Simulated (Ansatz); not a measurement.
## What strain does to BaTe (wurtzite)

Wurtzite BaTe (no longer in that coordination), relaxed with r2SCAN in the plane-wave code Ansatz. Space group P6_3/mmc (No. 194), hexagonal; a = 5.972 Å, c = 7.004 Å in the conventional setting, 54.08 Å³ an atom. Ba is surrounded by 5 Te at 3.45–3.50 Å; Te is surrounded by 5 Ba at 3.45–3.50 Å. The cell started from the wurtzite prototype, but the relaxation took it to the higher symmetry P6_3/mmc (No. 194), so the name no longer describes it.

The axes x, y and z are those of this cell:
```xyz
4
Lattice="5.9722 0.0000 0.0000 -2.9861 5.1721 0.0000 0.0000 0.0000 7.0037" Properties=species:S:1:pos:R:3 pbc="T T T"
Ba    0.0000    3.4480   -0.4377
Ba    2.9861    1.7240    3.0641
Te    0.0000    3.4480    3.0641
Te    2.9861    1.7240    6.5660
```

Unstrained: The PBE gap is indirect, 1.962 eV (Γ to K), below the direct gap of 2.214 eV at K. The r2SCAN gap is indirect, 2.308 eV (Γ to K), below the direct gap of 2.567 eV at K. Meshes: PBE 6×6×4, r2SCAN 6×6×4. Strains are changes of length per length. After each strain the atoms were relaxed again with r2SCAN within the symmetry that the strain leaves, so tilts or polar shifts that break it weren't tested; points keep the names that they have in the unstrained zone. (Calculated; spin-unpolarised; the phase may be known or hypothetical.)

Changes of the least gap in eV (an overlap counts as a negative gap):

| strain | volume change (%) | space group | PBE | r2SCAN | energy rise, r2SCAN (meV/atom) |
| --- | --- | --- | --- | --- | --- |
| uniaxial -1.56 % along z | -1.6 | P6_3/mmc | -0.050 | -0.048 | 2.8 |

Uniaxial -1.56 % along z, other directions held. r2SCAN: the gap goes from 2.308 to 2.260 eV (-0.048 eV). Stress change with r2SCAN, compression positive: xx +0.12, yy +0.12, zz +1.12 GPa.

No spin-orbit coupling is included; it can move band edges with weight on the heavy atoms by tenths of an eV.
